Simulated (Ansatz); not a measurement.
# WS2: the cost of one run

Computed with Ansatz 0.2.0 (DFT PBE, scalar-relativistic, plane waves, PAW, unless a step's input says otherwise).

## 1. Starting point

The structure is trigonal, space group R3m (No. 160). Conventional cell: a = 3.158 Å, b = 3.158 Å, c = 18.490 Å, α = 90.00°, β = 90.00°, γ = 120.00°. W (site symmetry 3m) has 6 S at 2.39 to 2.42 Å in its first shell of neighbours. Around S (site symmetry 3m) lie 3 W at 2.39 Å. S (site symmetry 3m) is surrounded by 3 W at 2.42 Å.

Structure file:

```xyz
48
Lattice="-3.1580 -5.4698 0.0000 9.4740 -5.4698 0.0000 0.0000 1.8233 12.3267" Properties=species:S:1:pos:R:3 pbc="T T T"
W     0.0000    0.0000    0.0000
W    -1.5790   -2.7349    0.0000
W     1.5790   -2.7349    0.0000
W     0.0000   -1.8233    6.1633
W     0.0000   -5.4698    0.0000
W    -1.5790   -4.5582    6.1633
W     3.1580   -5.4698    0.0000
W     1.5790   -4.5582    6.1633
W     4.7370   -2.7349    0.0000
W     3.1580   -1.8233    6.1633
W     4.7370   -8.2047    0.0000
W     3.1580   -7.2931    6.1633
W     6.3160   -5.4698    0.0000
W     4.7370   -4.5582    6.1633
W     7.8950   -4.5582    6.1633
W     6.3160   -7.2931    6.1633
S     0.0000    0.0000    4.6169
S    -1.5790   -2.7349    4.6170
S     1.5790   -2.7349    4.6169
S     0.0000   -1.8233   10.7803
S     0.0000   -5.4698    4.6169
S    -1.5790   -4.5582   10.7803
S     3.1580   -5.4698    4.6169
S     1.5790   -4.5582   10.7803
S     4.7370   -2.7349    4.6169
S     3.1580   -1.8233   10.7803
S     4.7370   -8.2047    4.6169
S     3.1580   -7.2931   10.7803
S     6.3160   -5.4698    4.6169
S     4.7370   -4.5582   10.7803
S     7.8950   -4.5582   10.7803
S     6.3160   -7.2931   10.7803
S     0.0000    0.0000    7.7473
S    -1.5790   -2.7349    7.7473
S     1.5790   -2.7349    7.7473
S     0.0000   -3.6465    1.5840
S     0.0000   -5.4698    7.7473
S     1.5790   -0.9116    1.5840
S     3.1580   -5.4698    7.7473
S     1.5790   -6.3815    1.5840
S     4.7370   -2.7349    7.7473
S     3.1580   -3.6465    1.5840
S     4.7370   -8.2047    7.7473
S     6.3160   -3.6465    1.5840
S     6.3160   -5.4698    7.7473
S     4.7370   -6.3815    1.5840
S     7.8950   -6.3815    1.5840
S     6.3160   -9.1164    1.5840
```

The runs take a perfect supercell of 48 atoms; the defect goes to fractional position (0.750, 0.250, 0.167).

## 2. The perfect supercell

File input.yaml:

```yaml
crystal:
  lattice:
    - [-3.158, -5.469816, -1.0e-06]
    - [9.474, -5.469816, 0.0]
    - [0.0, 1.823272, 12.326667]
  atoms:
    - { symbol: W, position: [0.0, 0.0, 0.0] }
    - { symbol: W, position: [0.5, 0.0, 0.0] }
    - { symbol: W, position: [0.25, 0.25, 0.0] }
    - { symbol: W, position: [0.375, 0.125, 0.5] }
    - { symbol: W, position: [0.75, 0.25, 0.0] }
    - { symbol: W, position: [0.875, 0.125, 0.5] }
    - { symbol: W, position: [0.5, 0.5, 0.0] }
    - { symbol: W, position: [0.625, 0.375, 0.5] }
    - { symbol: W, position: [0.0, 0.5, 0.0] }
    - { symbol: W, position: [0.125, 0.375, 0.5] }
    - { symbol: W, position: [0.75, 0.75, 0.0] }
    - { symbol: W, position: [0.875, 0.625, 0.5] }
    - { symbol: W, position: [0.25, 0.75, 0.0] }
    - { symbol: W, position: [0.375, 0.625, 0.5] }
    - { symbol: W, position: [0.125, 0.875, 0.5] }
    - { symbol: W, position: [0.625, 0.875, 0.5] }
    - { symbol: S, position: [0.093637, 0.031212, 0.374548] }
    - { symbol: S, position: [0.593638, 0.031213, 0.374552] }
    - { symbol: S, position: [0.343637, 0.281212, 0.374548] }
    - { symbol: S, position: [0.468637, 0.156212, 0.874548] }
    - { symbol: S, position: [0.843637, 0.281212, 0.374548] }
    - { symbol: S, position: [0.968637, 0.156212, 0.874548] }
    - { symbol: S, position: [0.593637, 0.531212, 0.374548] }
    - { symbol: S, position: [0.718637, 0.406212, 0.874548] }
    - { symbol: S, position: [0.093637, 0.531212, 0.374548] }
    - { symbol: S, position: [0.218637, 0.406212, 0.874548] }
    - { symbol: S, position: [0.843637, 0.781212, 0.374548] }
    - { symbol: S, position: [0.968637, 0.656212, 0.874548] }
    - { symbol: S, position: [0.343637, 0.781212, 0.374548] }
    - { symbol: S, position: [0.468637, 0.656212, 0.874548] }
    - { symbol: S, position: [0.218637, 0.906212, 0.874548] }
    - { symbol: S, position: [0.718637, 0.906212, 0.874548] }
    - { symbol: S, position: [0.157125, 0.052375, 0.6285] }
    - { symbol: S, position: [0.657125, 0.052375, 0.6285] }
    - { symbol: S, position: [0.407125, 0.302375, 0.6285] }
    - { symbol: S, position: [0.532125, 0.177375, 0.1285] }
    - { symbol: S, position: [0.907125, 0.302375, 0.6285] }
    - { symbol: S, position: [0.032125, 0.177375, 0.1285] }
    - { symbol: S, position: [0.657125, 0.552375, 0.6285] }
    - { symbol: S, position: [0.782125, 0.427375, 0.1285] }
    - { symbol: S, position: [0.157125, 0.552375, 0.6285] }
    - { symbol: S, position: [0.282125, 0.427375, 0.1285] }
    - { symbol: S, position: [0.907125, 0.802375, 0.6285] }
    - { symbol: S, position: [0.032125, 0.677375, 0.1285] }
    - { symbol: S, position: [0.407125, 0.802375, 0.6285] }
    - { symbol: S, position: [0.532125, 0.677375, 0.1285] }
    - { symbol: S, position: [0.282125, 0.927375, 0.1285] }
    - { symbol: S, position: [0.782125, 0.927375, 0.1285] }
basis:
  ecutwfc: 420
  fft_grid_basis: typed
kpoints:
  mp_grid: { grid: [2, 1, 1] }
hamiltonian:
  xc: pbe
  pseudopotentials: { kind: paw }
scf:
  occupations: { method: gaussian, width: 0.05 }
output:
  forces: true
  stress: false
  eigenvalues: true
  bader: false
  write_density: true
  volumetric_format: npy
```

On the command line:

```sh
$ ansatz run input.yaml --threads 4 --pin off --max-ram 10240MiB --backend cpu --events-out ev --progress --plain --runs-dir out
```

Q: Estimate wall time and peak memory on 4 threads of Arm Neoverse N1, shared host.

About 12 s, with a peak of 2.2 GiB.
